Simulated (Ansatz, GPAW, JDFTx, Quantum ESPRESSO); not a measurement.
**AlNi: programs and potentials compared**

```xyz
2
Lattice="2.8810 0.0000 0.0000 0.0000 2.8810 0.0000 0.0000 0.0000 2.8810" Properties=species:S:1:pos:R:3 pbc="T T T"
Ni    1.4375    1.3671    1.4352
Al    0.0174    0.0316   -0.0066
```

Atoms were shifted at random by some hundredths of an Å from the given cell, which wasn't relaxed again for these runs.

Alike in all runs: task single point; functional PBEsol; k mesh 9 × 9 × 9; occupations fermi-dirac, width 0.05 eV; collinear spin, ferromagnetic start; no spin-orbit coupling. Pressure is positive in compression and, in plane waves, holds the error of the finite cutoff.

```tsv
program and potentials	plane-wave cutoff (eV)	notes	pressure (GPa)	net moment per atom (μB)	largest force (eV/Å)	energy over the undisturbed cell (meV/atom)
JDFTx, PseudoDojo-SR-PBEsol-0.4.1-standard with smoothed tails	1333	10.5 valence electrons an atom on average	-2.58	0.00	0.622	16.60
GPAW, PAW data sets generated for this functional	600	9.5 valence electrons an atom on average; this data set often lies off other programs	-1.49	0.00	0.635	16.96
Ansatz, all-electron LAPW, scalar-relativistic	-	-	-2.64	0.00	0.613	-
Quantum ESPRESSO, GBRV 1.5 PBEsol	612	10.5 valence electrons an atom on average	-2.57	0.00	0.618	16.50
```

Force on atom 1 (Ni), eV/Å:

| program and potentials | x | y | z |
| --- | --- | --- | --- |
| JDFTx, PseudoDojo-SR-PBEsol-0.4.1-standard with smoothed tails | 0.122 | 0.610 | -0.007 |
| GPAW, PAW data sets generated for this functional | 0.125 | 0.623 | -0.008 |
| Ansatz, all-electron LAPW, scalar-relativistic | 0.121 | 0.601 | -0.008 |
| Quantum ESPRESSO, GBRV 1.5 PBEsol | 0.122 | 0.606 | -0.008 |

The pressure spans -2.64 (Ansatz, all-electron LAPW, scalar-relativistic) to -1.49 GPa (GPAW, PAW data sets generated for this functional), with all-electron results at -2.64. All agree on the net moment per atom. The state is the one that the start led to, which needn't be the lowest.

The functional is the same throughout but for its coding, so the spread measures potentials, basis and numerics; runs on potential files found faulty are left out.
